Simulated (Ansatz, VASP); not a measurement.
**Rh in VASP and in Ansatz**

```
Rh
1.0
     0.00000    1.90787    1.90787
     1.90787    0.00000    1.90787
     1.90787    1.90787    0.00000
Rh
1
Direct
  0.00000 0.00000 0.00000
```

Change from the starting cell: volume scaled by 1.01.

Alike in both runs: task single point; functional PBEsol; k mesh 16 × 16 × 16; occupations fermi-dirac, width 0.08 eV; no spin polarisation.

|  | VASP | Ansatz |
| --- | --- | --- |
| version | VASP 6.6.1 | Ansatz 0.2.0 |
| potentials or method | VASP PAW PBE potentials, release 64 (Rh_pv), cutoff 520 eV | all-electron LAPW, scalar-relativistic |

|  | VASP | Ansatz | Ansatz less VASP |
| --- | --- | --- | --- |
| pressure (GPa) | -7.5 | -7.5 | +0.05 |

Ansatz ran all-electron here, so the differences hold the error of VASP's frozen core and of both bases.

Caveats: the PAW data sets were made with another functional, which shifts forces and pressure a little (VASP).
